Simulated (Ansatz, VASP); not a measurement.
TaN in VASP and in Ansatz

Contents of INCAR:

```
ALGO = Normal ; EDIFF = 1E-7
ENCUT = 520 ; GGA = PE
ISIF = 2 ; ISMEAR = -1
LASPH = T ; LCHARG = F
LREAL = F ; LWAVE = F
NBANDS = 24 ; NELM = 80
PREC = Accurate ; SIGMA = 0.01
```

File KPOINTS:

```
k-points
0
Gamma
  9 9 5
```

File POSCAR:

```
TaN
1.0
    3.0881118675      0.0000000000      0.0000000000
   -1.5440559337      2.6743833269      0.0000000000
    0.0000000000      0.0000000000      4.9827179480
Ta N
2 2
Direct
    0.0000000000      0.0000000000      0.0000000000
    0.0000000000      0.0000000000      0.5000000000
    0.3333333333      0.6666666667      0.2500000000
    0.6666666667      0.3333333333      0.7500000000
```

Input for Ansatz:

```yaml
crystal:
  lattice:
    - [3.0881118675, 0.0, 0.0]
    - [-1.5440559337, 2.6743833269, 0.0]
    - [0.0, 0.0, 4.982717948]
  atoms:
    - { symbol: Ta, position: [0.0, 0.0, 0.0] }
    - { symbol: Ta, position: [0.0, 0.0, 0.5] }
    - { symbol: "N", position: [0.3333333333, 0.6666666667, 0.25] }
    - { symbol: "N", position: [0.6666666667, 0.3333333333, 0.75] }
kpoints:
  mp_grid: { grid: [9, 9, 5] }
  band_path:
    path:
      - [0.0, 0.0, 0.0]
      - [0.5, 0.0, 0.0]
      - [0.3333333333, 0.3333333333, 0.0]
      - [0.0, 0.0, 0.0]
      - [0.0, 0.0, 0.5]
      - [0.5, 0.0, 0.5]
      - [0.3333333333, 0.3333333333, 0.5]
      - [0.0, 0.0, 0.5]
      - [0.5, 0.0, 0.5]
    npoints: 5
scf:
  occupations: { method: fermi_dirac, width: 0.01 }
hamiltonian:
  xc: pbe
  pseudopotentials: { kind: all_electron, lapw: { basis_error: 0.0005 } }
output:
  forces: true
  stress: true
  eigenvalues: true
```

Change from the starting cell: volume scaled by 1.04.

Alike in both runs: task single point; functional PBE; k mesh 9 × 9 × 5; occupations fermi-dirac, width 0.01 eV; no spin polarisation.

```csv
,VASP,Ansatz
version,VASP 6.6.1,Ansatz 0.2.0
potentials or method,"VASP PAW PBE potentials, release 64 (Ta_pv, N)","all-electron LAPW, scalar-relativistic"
plane-wave cutoff (eV),520,see its input
```

|  | VASP | Ansatz | Ansatz less VASP |
| --- | --- | --- | --- |
| pressure (GPa) | 41.2 | 39.8 | -1.41 |
| largest component of the traceless stress (GPa) | 50.37 | 49.98 | -0.386 |

Ansatz ran all-electron here, so the differences hold the error of VASP's frozen core and of both bases.

Caveats: so large a pressure means that the cell lies far from this level's equilibrium, or that cutoff or potentials fall short (VASP). Spin-orbit coupling is left out, which matters for the levels of Ta.
